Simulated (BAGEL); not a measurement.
# How the cost of HF grows with the basis: C4H10O (diethyl ether)

C4H10O: 15 atoms, total charge 0, spin state singlet. As SMILES, `CCOCC`. The coordinates come from a PBE0-D4/def2-TZVP relaxation. This is one conformer, not always the lowest.

HF (density fitting with qzvpp-jkfit), energy, BAGEL 1.2.2, on 1 thread of Intel Xeon at 2.30GHz, shared host. N is the number of basis functions, t the processor time.

| basis | N | t (s) | ln N | ln t |
| --- | --- | --- | --- | --- |
| 6-311G(d,p) | 150 | 3.1 | 5.011 | 1.131 |
| 6-311++G(d,p) | 180 | 4.1 | 5.193 | 1.411 |
| 6-311++G(2d,2p) | 235 | 5.5 | 5.460 | 1.705 |
| 6-311++G(3df,3pd) | 375 | ? | 5.927 | ? |

Q: Fit t = C·Nᵖ to the known rows and estimate the time in 6-311++G(3df,3pd).

A: 
1. Means of the 3 rows: ln N = 5.22133, ln t = 1.4157.
2. Σ(Δln N)² = 0.102, Σ(Δln N·Δln t) = 0.12906, so the slope is 0.12906/0.102 = 1.2653.
3. Intercept: 1.4157 − (1.2653) × 5.22133 = -5.1908. The largest residual of the fit is 0.031.
4. ln t = -5.1908 + 1.2653 × 5.927, so t ≈ 10 s.

The run took 12 s, so the estimate is too short by a factor of about 1.2. The fitted power is 1.3, with the electron count fixed. So low a power shows that fixed costs still weigh.
